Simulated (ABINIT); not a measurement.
# Ge (Cmcm) in ABINIT: convergence with smearing width

Aim: find how far smearing width must go before the results for Ge settle, at PBE. This setting moves, with any that are tied to it; all else stays.

All numbers are computed with ABINIT 10.8.3 (patched build); they aren't measurements. Logs are shortened: lines on timing, memory, paths and dates and some standing lists are left out, and cuts for length are marked. The log counts tension as positive stress, the text compression.

### Step 1. The structure

Symmetry: Cmcm, No. 63, orthorhombic system. Conventional cell: a = 2.976 Å, b = 5.189 Å, c = 4.728 Å, α = 90.00°, β = 90.00°, γ = 90.00°. Ge (site symmetry m2m) is surrounded by 12 Ge at 2.92 to 2.99 Å.

This isn't the form of Ge at room conditions, which is diamond.

### Step 2. With smearing width 0.272 eV

Input file run.abi:

```
# Pseudopotentials
pp_dirpath "./"
pseudos "Ge.GGA_PBE-JTH.xml"

# Structure
acell 5.6523713319 5.6523713319 8.933861271
rprim
     0.4974925252    -0.8674682630     0.0000000000
     0.4974925252     0.8674682630     0.0000000000
     0.0000000000     0.0000000000     1.0000000000
ntypat 1
znucl 32
natom 2
typat 1 1
xred
     0.3334466300     0.6665533700     0.2500000000
     0.6665533700     0.3334466300     0.7500000000
chkprim 0
chksymtnons 0
tolsym 1.0e-6

# Plane-wave basis
ecut 22.0
pawecutdg 44.0
pawxcdev 0

# k points
kptopt 1
ngkpt 10 10 6
nshiftk 1
shiftk 0.0 0.0 0.0

# Exchange and correlation
ixc 11

# Bands and occupations
nband 18
occopt 4
tsmear 0.272 eV

# SCF cycle
nstep 100
tolvrs 1.0e-9

# Output
iomode 3
prtwf 0
prtden 0
prteig 0
prtebands 0
enunit 1
```

Potentials or basis: JTH PAW PBE v2.0.

Started as:

```
$ abinit run.abi > log 2>&1
```

run.abo:

```text
.Version 10.8.3 of ABINIT
 Symmetries : space group Cm c m (# 63); Bravais oC (1-face-center ortho.)
================================================================================
 Values of the parameters that define the memory need of the present run
     intxc =       0    ionmov =       0      iscf =      17    lmnmax =      18
     lnmax =       6     mgfft =      40  mpssoang =       3    mqgrid =    3001
     natom =       2  nloc_mem =       2    nspden =       1   nspinor =       1
    nsppol =       1      nsym =       8    n1xccc =       1    ntypat =       1
    occopt =       4   xclevel =       2
       mpw =        1232          nfft =       23040          nkpt =         124
 PAW method is used; the additional fine FFT grid is defined by:
   mgfftf=        54    nfftf =     69984
================================================================================
================================================================================

--------------------------------------------------------------------------------
------------- Echo of variables that govern the present computation ------------
--------------------------------------------------------------------------------
 -outvars: echo values of preprocessed input variables --------
            acell      5.6523713319E+00  5.6523713319E+00  8.9338612710E+00 Bohr
              amu      7.26100000E+01
          chkprim           0
      chksymtnons           0
             ecut      2.20000000E+01 Hartree
           enunit           1
                       outvar_i_n : Printing only first  50 k-points.
              ixc          11
                       outvar_i_n : Printing only first  50 k-points.
         kptrlatt       10    0    0      0   10    0      0    0    6
          kptrlen      5.36031676E+01
            natom           2
            nband          18
            ngfft          24      24      40
          ngfftdg          36      36      54
             nkpt         124
            nstep         100
             nsym           8
           ntypat           1
                       prtocc : prtvol=0, do not print more k-points.
           occopt           4
        pawecutdg      4.40000000E+01 Hartree
         pawxcdev           0
           prtden           0
        prtebands           0
           prteig           0
            prtwf           0
            rprim      4.9749252520E-01 -8.6746826300E-01  0.0000000000E+00
                       4.9749252520E-01  8.6746826300E-01  0.0000000000E+00
                       0.0000000000E+00  0.0000000000E+00  1.0000000000E+00
          spgroup          63
           tolsym      1.00000000E-06
           tolvrs      1.00000000E-09
           tsmear      9.99581563E-03 Hartree
            typat      1  1
           useylm           1
                       outvars : Printing only first  50 k-points.
           xangst      1.4880529240E+00  8.6430859668E-01  1.1818989467E+00
                       1.4880529240E+00 -8.6430859668E-01  3.5456968401E+00
            xcart      2.8120124873E+00  1.6333065360E+00  2.2334653177E+00
                       2.8120124873E+00 -1.6333065360E+00  6.7003959532E+00
             xred      3.3344663000E-01  6.6655337000E-01  2.5000000000E-01
                       6.6655337000E-01  3.3344663000E-01  7.5000000000E-01
            znucl       32.00000
[... 117 lines left out ...]
 reduced coordinates (array xred) for    2 atoms
       0.333446630000      0.666553370000      0.250000000000
       0.666553370000      0.333446630000      0.750000000000
 rms dE/dt=  5.6544E-05; max dE/dt=  6.9252E-05; dE/dt below (all hartree)
    1      -0.000069252250      0.000069252250      0.000000000000
    2       0.000069252250     -0.000069252250     -0.000000000000

 cartesian coordinates (angstrom) at end:
    1      1.48805292403109     0.86430859667775     1.18189894669371
    2      1.48805292403109    -0.86430859667775     3.54569684008114

 cartesian forces (hartree/bohr) at end:
    1     -0.00000000000000    -0.00001412373659    -0.00000000000000
    2      0.00000000000000     0.00001412373659     0.00000000000000
 frms,max,avg= 8.1543431E-06 1.4123737E-05   0.000E+00  0.000E+00  0.000E+00 h/b

 cartesian forces (eV/Angstrom) at end:
    1     -0.00000000000000    -0.00072627173668    -0.00000000000000
    2      0.00000000000000     0.00072627173668     0.00000000000000
 frms,max,avg= 4.1931318E-04 7.2627174E-04   0.000E+00  0.000E+00  0.000E+00 e/A
 length scales=  5.652371331900  5.652371331900  8.933861271000 bohr
              =  2.991106094374  2.991106094374  4.727595786775 angstroms
 Fermi (or HOMO) energy (eV) =   9.50049   Average Vxc (eV)= -10.65404
 Eigenvalues (   eV  ) for nkpt= 124  k points:
 kpt#   1, nband= 18, wtk=  0.00167, kpt=  0.0000  0.0000  0.0000 (reduced coord)
 -15.15187  -15.14314  -15.13958  -15.13938  -15.13403  -15.13077  -15.12024  -15.11936
 -15.04529  -15.04452   -3.87621    2.02628    3.95930   16.10299   16.21787   18.18710
  18.30403   19.60397
 prteigrs : prtvol=0 or 1, do not print more k-points.

--- !EnergyTerms
iteration_state     : {dtset: 1, }
comment             : Components of total free energy in Hartree
kinetic             :  1.29639557707759E+01
hartree             :  3.32000858490678E+01
xc                  : -4.61835380061005E+00
Ewald energy        : -1.13754323575962E+02
psp_core            :  4.60599716043731E+00
local_psp           : -1.19068090789357E+02
PAW spherical_terms : -4.46378328585870E+00
internal            : -1.91134512671507E+02
'-kT*entropy'       : -1.92512732306514E-05
total_energy        : -1.91134531922780E+02
total_energy_eV     : -5.20103557309556E+03
...

--- !EnergyTermsDC
iteration_state     : {dtset: 1, }
comment             : '"Double-counting" decomposition of free energy'
band_energy         : -9.89009138277001E+00
Ewald energy        : -1.13754323575962E+02
psp_core            :  4.60599716043731E+00
xc_dc               : -3.19981366475974E+01
PAW spherical_terms : -4.00979579571665E+01
internal            : -1.91134512403059E+02
'-kT*entropy'       : -1.92512732306514E-05
total_energy_dc     : -1.91134531654332E+02
total_energy_dc_eV  : -5.20103556579071E+03
...

--- !EnergyTermsWithPAWCore
iteration_state     : {dtset: 1, }
comment             : 'Components of total free energy, including PAW core contributions'
Total energy        : -4.19797102010489E+03
Total energy DC     : -4.19797101983645E+03
Total energy (eV)   : -1.14232610877509E+05
Total energy DC (eV): -1.14232610870204E+05
...

 Cartesian components of stress tensor (hartree/bohr^3)
  sigma(1 1)= -1.03002783E-04  sigma(3 2)=  0.00000000E+00
  sigma(2 2)= -1.00586812E-04  sigma(3 1)=  0.00000000E+00
  sigma(3 3)= -2.00297920E-04  sigma(2 1)=  0.00000000E+00

-Cartesian components of stress tensor (GPa)         [Pressure=  3.9609E+00 GPa]
- sigma(1 1)= -3.03044649E+00  sigma(3 2)=  0.00000000E+00
- sigma(2 2)= -2.95936618E+00  sigma(3 1)=  0.00000000E+00
- sigma(3 3)= -5.89296827E+00  sigma(2 1)=  0.00000000E+00

== END DATASET(S) ==============================================================
================================================================================

 -outvars: echo values of variables after computation  --------
            acell      5.6523713319E+00  5.6523713319E+00  8.9338612710E+00 Bohr
           etotal     -1.9113453165E+02
            fcart     -8.0989194135E-23 -1.4123736595E-05 -1.7660021379E-30
                       8.0989194135E-23  1.4123736595E-05  1.7660021379E-30
            rprim      4.9749252520E-01 -8.6746826300E-01  0.0000000000E+00
                       4.9749252520E-01  8.6746826300E-01  0.0000000000E+00
                       0.0000000000E+00  0.0000000000E+00  1.0000000000E+00
           strten     -1.0300278267E-04 -1.0058681187E-04 -2.0029792043E-04
                       0.0000000000E+00  0.0000000000E+00  0.0000000000E+00
           xangst      1.4880529240E+00  8.6430859668E-01  1.1818989467E+00
                       1.4880529240E+00 -8.6430859668E-01  3.5456968401E+00
             xred      3.3344663000E-01  6.6655337000E-01  2.5000000000E-01
                       6.6655337000E-01  3.3344663000E-01  7.5000000000E-01
 Calculation completed.
```

It took 69 s on 1 thread of Arm Neoverse V2, shared host; peak memory 0.18 GiB.

What came out:

```yaml
Free_energy: -5201.0356 eV
Pressure: 4.0 GPa
Band_gap_on_the_k_mesh: none (metal or under the smearing width)
Valence_electrons_inside_the_program's_atomic_spheres: Ge 12.19 (radii [1.2196] Å)
```

### Step 3. With smearing width 0.2 eV

run.abi, as its differences from that of step 2:

```diff
@@ -38,3 +38,3 @@
 occopt 4
-tsmear 0.272 eV
+tsmear 0.2 eV
```

Potentials or basis: JTH PAW PBE v2.0.

Started as:

```
$ abinit run.abi > log 2>&1
```

Wall time 63 s (1 thread of Arm Neoverse V2, shared host); peak memory 0.18 GiB.

The run converged. Its results:

- Free energy: -5201.0351 eV
- Pressure: 3.9 GPa
- Band gap on the k mesh: none (metal or under the smearing width)
- Valence electrons inside the program's atomic spheres: Ge 12.19 (radii [1.2196] Å)

### Step 4. With smearing width 0.136 eV

run.abi, as its differences from that of step 3:

```diff
@@ -38,3 +38,3 @@
 occopt 4
-tsmear 0.2 eV
+tsmear 0.136 eV
```

Started as:

```
$ abinit run.abi > log 2>&1
```

Wall time 68 s (1 thread of Arm Neoverse V2, shared host); peak memory 0.18 GiB.

The run converged. Its results:

```yaml
Free_energy: -5201.0345 eV
Pressure: 4.0 GPa
Band_gap_on_the_k_mesh: none (metal or under the smearing width)
Valence_electrons_inside_the_program's_atomic_spheres: Ge 12.19 (radii [1.2196] Å)
```

### Step 5. With smearing width 0.1 eV

run.abi, as its differences from that of step 4:

```diff
@@ -38,3 +38,3 @@
 occopt 4
-tsmear 0.136 eV
+tsmear 0.1 eV
```

Started as:

```
$ abinit run.abi > log 2>&1
```

Run time: 69 s. Hardware: 1 thread of Arm Neoverse V2, shared host; peak memory 0.18 GiB.

It converged, with:

| Quantity | Value |
| --- | --- |
| Free energy | -5201.0341 eV |
| Pressure | 4.0 GPa |
| Band gap on the k mesh | none (metal or under the smearing width) |
| Valence electrons inside the program's atomic spheres | Ge 12.19 (radii [1.2196] Å) |

### Step 6. With smearing width 0.05 eV

run.abi, as its differences from that of step 5:

```diff
@@ -38,3 +38,3 @@
 occopt 4
-tsmear 0.1 eV
+tsmear 0.05 eV
```

Potentials or basis: JTH PAW PBE v2.0.

Started as:

```
$ abinit run.abi > log 2>&1
```

Wall time 68 s (1 thread of Arm Neoverse V2, shared host); peak memory 0.18 GiB.

Results (log left out):

* Free energy: -5201.0335 eV
* Pressure: 3.9 GPa
* Largest force: 0.010 eV/Å
* Band gap on the k mesh: none (metal or under the smearing width)
* Valence electrons inside the program's atomic spheres: Ge 12.19 (radii [1.2196] Å)

### Step 7. With smearing width 0.025 eV

run.abi, as its differences from that of step 6:

```diff
@@ -38,3 +38,3 @@
 occopt 4
-tsmear 0.05 eV
+tsmear 0.025 eV
```

Started as:

```
$ abinit run.abi > log 2>&1
```

Run time: 70 s. Hardware: 1 thread of Arm Neoverse V2, shared host; peak memory 0.18 GiB.

The run converged. Its results:

```
Free energy                                           : -5201.0334 eV
Pressure                                              : 3.9 GPa
Largest force                                         : 0.018 eV/Å
Band gap on the k mesh                                : none (metal or under the smearing width)
Valence electrons inside the program's atomic spheres : Ge 12.19 (radii [1.2196] Å)
```

### Step 8. With smearing width 0.01 eV

run.abi, as its differences from that of step 7:

```diff
@@ -38,3 +38,3 @@
 occopt 4
-tsmear 0.025 eV
+tsmear 0.01 eV
```

Started as:

```
$ abinit run.abi > log 2>&1
```

Wall time 65 s (1 thread of Arm Neoverse V2, shared host); peak memory 0.18 GiB.

It converged, with:

| Item | Value |
| --- | --- |
| Free energy | -5201.0334 eV |
| Pressure | 3.9 GPa |
| Largest force | 0.020 eV/Å |
| Band gap on the k mesh | none (metal or under the smearing width) |
| Valence electrons inside the program's atomic spheres | Ge 12.19 (radii [1.2196] Å) |

### Step 9. Summary

```
smearing width  energy less the tightest run (meV/atom)  largest force (eV/Å)  SCF cycles  CPU time (s)  peak memory (GiB)
      0.272 eV                                    -1.07                 0.001          12            69               0.18
        0.2 eV                                    -0.85                 0.001          11            63               0.18
      0.136 eV                                    -0.54                 0.001          12            68               0.18
        0.1 eV                                    -0.34                 0.001          12            69               0.18
       0.05 eV                                    -0.03                 0.010          12            68               0.18
      0.025 eV                                     0.03                 0.018          12            69               0.18
       0.01 eV                                     0.00                 0.020          11            65               0.18
```

Against the tightest run, the energy stays within 1 meV/atom from 0.2 eV on; the largest force stays within 0.005 eV/Å from 0.025 eV on. Narrower smearing needs a denser k mesh, so at a fixed mesh the narrowest width isn't the most accurate. The tightest run that finished is the yardstick and may itself not be fully converged.
